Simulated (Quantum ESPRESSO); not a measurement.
# Al2Pt (Fm-3m) in Quantum ESPRESSO: equation of state

How stiff is Al2Pt in PBE, and what volume does it want? The cell is scaled to several volumes.

All numbers are computed with Quantum ESPRESSO 7.5; they aren't measurements. Logs are shortened: lines on timing, memory, paths and dates and some standing lists are left out, and cuts for length are marked.

## Step 1: The structure

Symmetry: Fm-3m, No. 225, cubic system. The conventional cell has a = 5.910 Å, b = 5.910 Å, c = 5.910 Å, α = 90.00°, β = 90.00°, γ = 90.00°. Pt (site symmetry m-3m) has 8 Al at 2.56 Å as nearest neighbours. Al (site symmetry -43m) is surrounded by 4 Pt at 2.56 Å.

## Step 2: Single point, PBE, 16.17 Å³/atom

pw.in reads:

```
&CONTROL
  calculation = 'scf'
  prefix = 'pwscf'
  outdir = './tmp'
  pseudo_dir = './pseudo'
  tstress = .true.
  disk_io = 'nowf'
/
&SYSTEM
  ibrav = 0
  nat = 3
  ntyp = 2
  ecutwfc = 55
  ecutrho = 440
  nbnd = 18
  occupations = 'smearing'
  smearing = 'fd'
  degauss = 0.00367493
/
&ELECTRONS
  conv_thr = 6d-10
  electron_maxstep = 120
  mixing_beta = 0.5
/
ATOMIC_SPECIES
Pt   195.0840 pt_pbe_v1.4.uspp.F.UPF
Al    26.9815 Al.pbe-n-kjpaw_psl.1.0.0.UPF
CELL_PARAMETERS angstrom
   0.0000000000    2.8946769513    2.8946769513
   2.8946769513    0.0000000000    2.8946769513
   2.8946769513    2.8946769513    0.0000000000
ATOMIC_POSITIONS crystal
Pt     0.0000000000    0.0000000000    0.0000000000
Al     0.7500000000    0.7500000000    0.7500000000
Al     0.2500000000    0.2500000000    0.2500000000
K_POINTS automatic
8 8 8 0 0 0
```

Potentials or basis: SSSP 1.3 efficiency PBE.

Run with:

```sh
> OMP_NUM_THREADS=1 mpirun -n 2 pw.x -nk 2 -in pw.in > pw.out
```

pw.out:

```text
This program is part of the open-source Quantum ESPRESSO suite
     for quantum simulation of materials; please cite
         "P. Giannozzi et al., J. Phys.:Condens. Matter 21 395502 (2009);
         "P. Giannozzi et al., J. Phys.:Condens. Matter 29 465901 (2017);
         "P. Giannozzi et al., J. Chem. Phys. 152 154105 (2020);
     in publications or presentations arising from this work. More details at

     file Al.pbe-n-kjpaw_psl.1.0.0.UPF: wavefunction(s)  3S 3P renormalized
     Message from routine setup:
     using ibrav=0 with symmetry is DISCOURAGED, use correct ibrav instead
[... 6 lines left out ...]
     --------------------
     sticks:   dense  smooth     PW     G-vecs:    dense   smooth      PW
     Sum        1813     913    271                51109    18053    2975

     Using Slab Decomposition

     bravais-lattice index     =            0
     lattice parameter (alat)  =       7.7360  a.u.
     unit-cell volume          =     327.3610 (a.u.)^3
     number of atoms/cell      =            3
     number of atomic types    =            2
     number of electrons       =        22.00
     number of Kohn-Sham states=           18
     kinetic-energy cutoff     =      55.0000  Ry
     charge density cutoff     =     440.0000  Ry
     scf convergence threshold =      6.0E-10
     mixing beta               =       0.5000
     number of iterations used =            8  plain     mixing
     Exchange-correlation= SLA  PW   PBX  PBC
                           (   1   4   3   4   0   0   0)

     celldm(1)=   7.735956  celldm(2)=   0.000000  celldm(3)=   0.000000
     celldm(4)=   0.000000  celldm(5)=   0.000000  celldm(6)=   0.000000

     crystal axes: (cart. coord. in units of alat)
               a(1) = (   0.000000   0.707107   0.707107 )
               a(2) = (   0.707107   0.000000   0.707107 )
               a(3) = (   0.707107   0.707107   0.000000 )

     reciprocal axes: (cart. coord. in units 2 pi/alat)
               b(1) = ( -0.707107  0.707107  0.707107 )
               b(2) = (  0.707107 -0.707107  0.707107 )
               b(3) = (  0.707107  0.707107 -0.707107 )

     PseudoPot. # 1 for Pt read from file:
     pt_pbe_v1.4.uspp.F.UPF
     Pseudo is Ultrasoft + core correction, Zval = 16.0
     Generated by new atomic code, or converted to UPF format
     Using radial grid of  985 points,  6 beta functions with:
                l(1) =   0
                l(2) =   0
                l(3) =   1
                l(4) =   1
                l(5) =   2
                l(6) =   2
     Q(r) pseudized with  8 coefficients,  rinner =    1.300   1.300   1.300
                                                       1.300   1.300

     PseudoPot. # 2 for Al read from file:
     Al.pbe-n-kjpaw_psl.1.0.0.UPF
     Pseudo is Projector augmented-wave + core cor, Zval =  3.0
     Generated using "atomic" code by A. Dal Corso  v.5.1
     Shape of augmentation charge: PSQ
     Using radial grid of 1135 points,  6 beta functions with:
                l(1) =   0
                l(2) =   0
                l(3) =   1
                l(4) =   1
                l(5) =   2
                l(6) =   2
     Q(r) pseudized with 0 coefficients

     atomic species   valence    mass     pseudopotential
     Pt               16.00   195.08400     Pt( 1.00)
     Al                3.00    26.98150     Al( 1.00)

     48 Sym. Ops., with inversion, found

   Cartesian axes

     site n.     atom                  positions (alat units)
         1        Pt     tau(   1) = (   0.0000000   0.0000000   0.0000000  )
         2        Al     tau(   2) = (   1.0606602   1.0606602   1.0606602  )
         3        Al     tau(   3) = (   0.3535534   0.3535534   0.3535534  )

     number of k points=    29  Fermi-Dirac smearing, width (Ry)=  0.0037
                       cart. coord. in units 2pi/alat
        k(    1) = (   0.0000000   0.0000000   0.0000000), wk =   0.0039062
        k(    2) = (   0.0883883   0.0883883  -0.0883883), wk =   0.0312500
        k(    3) = (   0.1767767   0.1767767  -0.1767767), wk =   0.0312500
        k(    4) = (   0.2651650   0.2651650  -0.2651650), wk =   0.0312500
        k(    5) = (  -0.3535534  -0.3535534   0.3535534), wk =   0.0156250
        k(    6) = (   0.1767767   0.0000000   0.0000000), wk =   0.0234375
[... 21 lines left out ...]
        k(   28) = (  -0.7071068   0.1767767  -0.0000000), wk =   0.0468750
        k(   29) = (  -0.7071068   0.3535534   0.0000000), wk =   0.0234375

     Dense  grid:    51109 G-vectors     FFT dimensions: (  54,  54,  54)

     Smooth grid:    18053 G-vectors     FFT dimensions: (  40,  40,  40)

     Initial potential from superposition of free atoms

     starting charge      21.4954, renormalised to      22.0000

     negative rho (up, down):  1.873E-01 0.000E+00
     Starting wfcs are   20 randomized atomic wfcs
     Checking if some PAW data can be deallocated...

     Self-consistent Calculation

     iteration #  1     ecut=    55.00 Ry     beta= 0.50
     Davidson diagonalization with overlap
     ethr =  1.00E-02,  avg # of iterations =  4.4

     negative rho (up, down):  1.710E-01 0.000E+00

     total energy              =    -288.87168364 Ry
     estimated scf accuracy    <       2.22836460 Ry

     iteration #  2     ecut=    55.00 Ry     beta= 0.50
     Davidson diagonalization with overlap
     ethr =  1.00E-02,  avg # of iterations =  2.0
[... 78 lines left out ...]
     iteration # 11     ecut=    55.00 Ry     beta= 0.50
     Davidson diagonalization with overlap
     ethr =  1.14E-11,  avg # of iterations =  2.0

     negative rho (up, down):  1.729E-01 0.000E+00

     End of self-consistent calculation

          k = 0.0000 0.0000 0.0000 (  2229 PWs)   bands (ev):

   -41.2611 -41.2611 -41.2611   1.4089   6.6923   6.6923   6.6923   8.1166
     8.1166  15.5261  15.9578  15.9578  15.9578  17.8566  17.8566  17.8566
    18.6640  18.6640

          k = 0.0884 0.0884-0.0884 (  2229 PWs)   bands (ev):

   -41.2617 -41.2612 -41.2612   1.6349   6.5717   6.7671   6.7671   8.0923
     8.0923  13.8175  15.4521  15.4521  15.8130  18.1993  18.2601  18.2601
    18.4512  18.4513
[... 13 lines left out ...]
          k =-0.3536-0.3536 0.3536 (  2252 PWs)   bands (ev):

   -41.2649 -41.2617 -41.2617   3.8319   5.7261   7.0228   7.0228   8.1785
     8.3732   8.3732  13.1103  13.1103  15.9819  17.5074  17.5074  18.0643
    22.0024  22.0024

          k = 0.1768 0.0000 0.0000 (  2233 PWs)   bands (ev):

   -41.2617 -41.2613 -41.2613   1.7117   6.5183   6.8086   6.8086   7.9580
     8.1925  14.4828  14.4828  14.7473  15.5434  17.1580  18.4497  18.8542
    18.8542  19.7091

          k = 0.2652 0.0884-0.0884 (  2243 PWs)   bands (ev):

   -41.2627 -41.2616 -41.2615   2.2262   6.2972   6.9544   6.9632   7.8440
     8.2615  11.9675  13.5625  14.2534  15.9867  16.9981  18.5068  18.7679
    19.0310  20.8745
[... 19 lines left out ...]
          k =-0.0884-0.2652 0.2652 (  2249 PWs)   bands (ev):

   -41.2635 -41.2619 -41.2615   2.7718   6.1364   6.9447   7.0824   7.9286
     8.3106  10.3610  12.4870  14.4356  16.3628  17.5095  17.7162  19.2266
    19.4060  19.7210

          k = 0.0000-0.1768 0.1768 (  2239 PWs)   bands (ev):

   -41.2623 -41.2616 -41.2613   2.0049   6.4012   6.8644   6.8900   7.9580
     8.1842  12.6065  13.3932  15.6190  16.5076  17.2494  17.8538  18.0056
    19.0075  19.3379

          k = 0.3536 0.0000 0.0000 (  2269 PWs)   bands (ev):

   -41.2630 -41.2618 -41.2618   2.6027   6.1357   7.1576   7.1576   7.5490
     8.3838  12.1520  12.5991  12.5991  15.5924  16.0107  19.9399  19.9399
    20.0526  20.9869

          k = 0.4419 0.0884-0.0884 (  2257 PWs)   bands (ev):

   -41.2638 -41.2622 -41.2621   3.3688   5.9377   7.0937   7.3662   7.7013
     8.4797  10.0508  11.8996  12.0144  15.6874  16.4644  19.4529  20.0748
    20.7384  22.1288
[... 7 lines left out ...]
          k =-0.0884-0.4419 0.4419 (  2260 PWs)   bands (ev):

   -41.2641 -41.2631 -41.2620   4.5258   5.8211   6.7528   7.5000   7.6527
     8.0958   9.0686  10.5106  12.4037  15.7210  18.3358  19.1308  19.4974
    21.3951  21.5052

          k = 0.0000-0.3536 0.3536 (  2269 PWs)   bands (ev):

   -41.2638 -41.2628 -41.2617   3.6227   5.9790   6.8691   7.3758   7.8474
     8.2538   9.6596  10.7852  13.4595  15.9878  18.0775  18.5756  19.4529
    19.9211  21.6964

          k = 0.5303-0.0000 0.0000 (  2265 PWs)   bands (ev):

   -41.2644 -41.2623 -41.2623   4.0112   5.7945   6.9797   7.6934   7.6934
     8.5879   9.6231  11.0709  11.0709  15.6351  15.6462  20.4226  21.5452
    21.5452  22.2624

          k =-0.0884-0.6187 0.6187 (  2262 PWs)   bands (ev):

   -41.2646 -41.2627 -41.2624   4.9251   5.7070   6.5061   7.8823   8.1585
     8.3905   8.5319  10.5001  10.8400  15.6220  16.2653  19.7253  21.7311
    22.8968  22.9099

          k = 0.0000-0.5303 0.5303 (  2257 PWs)   bands (ev):

   -41.2642 -41.2633 -41.2623   5.3110   5.9204   6.1709   7.5232   7.8635
     8.1894   8.8820   9.9970  11.4305  15.6350  17.7154  19.0043  21.1483
    21.6178  22.3997

          k =-0.7071 0.0000 0.0000 (  2272 PWs)   bands (ev):

   -41.2649 -41.2625 -41.2625   5.4430   5.6629   6.0744   8.0616   8.0616
     8.4814   8.6767  10.3620  10.3620  15.5638  15.6693  20.1868  23.4026
    23.4026  23.5788

          k = 0.3536 0.1768 0.0000 (  2247 PWs)   bands (ev):

   -41.2634 -41.2621 -41.2617   2.8658   6.0947   7.0013   7.1989   7.7558
     8.3782  10.7273  11.9297  13.5981  16.4988  16.6706  18.2989  19.1647
    20.5028  20.9396

          k =-0.2652-0.4419 0.6187 (  2261 PWs)   bands (ev):

   -41.2641 -41.2626 -41.2619   3.8051   5.8959   6.9047   7.3705   7.9806
     8.2710   9.1608  11.1954  12.7031  16.2511  17.4995  18.4991  19.6010
    20.4200  21.9833
[... 13 lines left out ...]
          k =-0.0884-0.4419 0.6187 (  2253 PWs)   bands (ev):

   -41.2641 -41.2632 -41.2623   5.1243   5.7545   6.5683   7.3316   7.8316
     8.4087   8.8252  10.0383  11.4166  16.3297  17.8127  18.3259  20.2333
    21.5701  23.2929

          k = 0.0000-0.3536 0.5303 (  2256 PWs)   bands (ev):

   -41.2639 -41.2634 -41.2622   4.7548   5.8470   6.7157   7.3762   7.7411
     8.1153   9.4884   9.7332  11.9243  16.4872  17.7150  18.8428  19.8007
    20.7366  23.3778

          k =-0.7071 0.1768-0.0000 (  2244 PWs)   bands (ev):

   -41.2645 -41.2628 -41.2625   5.6903   5.7200   5.9623   7.6972   8.0619
     8.3984   8.6227   9.9830  10.8691  16.2085  16.3455  19.2424  21.4306
    22.8252  23.6302

          k =-0.7071 0.3536 0.0000 (  2244 PWs)   bands (ev):

   -41.2637 -41.2637 -41.2625   5.7894   5.7894   6.4334   6.6162   8.0621
     8.6226   9.1694   9.1694  11.1649  17.5637  17.5637  18.3862  18.6269
    22.5623  24.5049

     the Fermi energy is    12.0697 ev

!    total energy              =    -289.88445684 Ry
     estimated scf accuracy    <          1.3E-11 Ry
     smearing contrib. (-TS)   =      -0.00086794 Ry
     internal energy E=F+TS    =    -289.88358890 Ry

     The total energy is F=E-TS. E is the sum of the following terms:
     one-electron contribution =     -79.36937089 Ry
     hartree contribution      =      51.86777701 Ry
     xc contribution           =     -62.31547662 Ry
     ewald contribution        =    -130.69476890 Ry
     one-center paw contrib.   =     -69.37174949 Ry

     convergence has been achieved in  11 iterations

     Computing stress (Cartesian axis) and pressure

     negative rho (up, down):  1.729E-01 0.000E+00
          total   stress  (Ry/bohr**3)                   (kbar)     P=      123.02
   0.00083626   0.00000000   0.00000000          123.02        0.00        0.00
   0.00000000   0.00083626   0.00000000            0.00      123.02        0.00
   0.00000000  -0.00000000   0.00083626            0.00       -0.00      123.02

=------------------------------------------------------------------------------=
   JOB DONE.
=------------------------------------------------------------------------------=
```

Run time: 22 s. Hardware: 2 MPI ranks of AMD EPYC 7R43 (Zen 3), shared host; peak memory 0.3 GiB.

What came out:

* Free energy: -3944.0790 eV
* Pressure: 12.3 GPa
* Band gap on the k mesh: none (metal or under the smearing width)

## Step 3: Single point, PBE, 16.51 Å³/atom

pw.in, as its differences from that of step 2:

```diff
@@ -28,5 +28,5 @@
 CELL_PARAMETERS angstrom
-   0.0000000000    2.8946769513    2.8946769513
-   2.8946769513    0.0000000000    2.8946769513
-   2.8946769513    2.8946769513    0.0000000000
+   0.0000000000    2.9150626719    2.9150626719
+   2.9150626719    0.0000000000    2.9150626719
+   2.9150626719    2.9150626719    0.0000000000
 ATOMIC_POSITIONS crystal
```

Potentials or basis: SSSP 1.3 efficiency PBE.

Run with:

```sh
> OMP_NUM_THREADS=1 mpirun -n 2 pw.x -nk 2 -in pw.in > pw.out
```

Wall time 20 s (2 MPI ranks of AMD EPYC 7R43 (Zen 3), shared host); peak memory 0.32 GiB.

The run converged. Its results:

- Free energy: -3944.1465 eV
- Pressure: 8.6 GPa
- Band gap on the k mesh: none (metal or under the smearing width)

## Step 4: Single point, PBE, 16.86 Å³/atom

pw.in, as its differences from that of step 3:

```diff
@@ -28,5 +28,5 @@
 CELL_PARAMETERS angstrom
-   0.0000000000    2.9150626719    2.9150626719
-   2.9150626719    0.0000000000    2.9150626719
-   2.9150626719    2.9150626719    0.0000000000
+   0.0000000000    2.9351671877    2.9351671877
+   2.9351671877    0.0000000000    2.9351671877
+   2.9351671877    2.9351671877    0.0000000000
 ATOMIC_POSITIONS crystal
```

Run with:

```sh
> OMP_NUM_THREADS=1 mpirun -n 2 pw.x -nk 2 -in pw.in > pw.out
```

Wall time 22 s (2 MPI ranks of AMD EPYC 7R43 (Zen 3), shared host); peak memory 0.32 GiB.

It converged, with:

- Free energy: -3944.1917 eV
- Pressure: 5.3 GPa
- Band gap on the k mesh: none (metal or under the smearing width)

## Step 5: Single point, PBE, 17.20 Å³/atom

pw.in, as its differences from that of step 4:

```diff
@@ -28,5 +28,5 @@
 CELL_PARAMETERS angstrom
-   0.0000000000    2.9351671877    2.9351671877
-   2.9351671877    0.0000000000    2.9351671877
-   2.9351671877    2.9351671877    0.0000000000
+   0.0000000000    2.9550000000    2.9550000000
+   2.9550000000    0.0000000000    2.9550000000
+   2.9550000000    2.9550000000    0.0000000000
 ATOMIC_POSITIONS crystal
```

Run with:

```sh
> OMP_NUM_THREADS=1 mpirun -n 2 pw.x -nk 2 -in pw.in > pw.out
```

Wall time 22 s (2 MPI ranks of AMD EPYC 7R43 (Zen 3), shared host); peak memory 0.32 GiB.

The run converged. Its results:

```yaml
Free_energy: -3944.2166 eV
Pressure: 2.4 GPa
Band_gap_on_the_k_mesh: none (metal or under the smearing width)
```

## Step 6: Single point, PBE, 17.55 Å³/atom

pw.in, as its differences from that of step 5:

```diff
@@ -28,5 +28,5 @@
 CELL_PARAMETERS angstrom
-   0.0000000000    2.9550000000    2.9550000000
-   2.9550000000    0.0000000000    2.9550000000
-   2.9550000000    2.9550000000    0.0000000000
+   0.0000000000    2.9745701068    2.9745701068
+   2.9745701068    0.0000000000    2.9745701068
+   2.9745701068    2.9745701068    0.0000000000
 ATOMIC_POSITIONS crystal
```

Potentials or basis: SSSP 1.3 efficiency PBE.

Run with:

```sh
> OMP_NUM_THREADS=1 mpirun -n 2 pw.x -nk 2 -in pw.in > pw.out
```

Wall time 23 s (2 MPI ranks of AMD EPYC 7R43 (Zen 3), shared host); peak memory 0.32 GiB.

The run converged. Its results:

```
Free energy            : -3944.2235 eV
Pressure               : -0.3 GPa
Band gap on the k mesh : none (metal or under the smearing width)
```

## Step 7: Single point, PBE, 17.89 Å³/atom

pw.in, as its differences from that of step 6:

```diff
@@ -28,5 +28,5 @@
 CELL_PARAMETERS angstrom
-   0.0000000000    2.9745701068    2.9745701068
-   2.9745701068    0.0000000000    2.9745701068
-   2.9745701068    2.9745701068    0.0000000000
+   0.0000000000    2.9938860383    2.9938860383
+   2.9938860383    0.0000000000    2.9938860383
+   2.9938860383    2.9938860383    0.0000000000
 ATOMIC_POSITIONS crystal
```

Run with:

```sh
> OMP_NUM_THREADS=1 mpirun -n 2 pw.x -nk 2 -in pw.in > pw.out
```

Wall time 22 s (2 MPI ranks of AMD EPYC 7R43 (Zen 3), shared host); peak memory 0.34 GiB.

Results (log left out):

| Quantity | Value |
| --- | --- |
| Free energy | -3944.2141 eV |
| Pressure | -2.7 GPa |
| Band gap on the k mesh | none (metal or under the smearing width) |

(Part 1 of 2 ends here.)
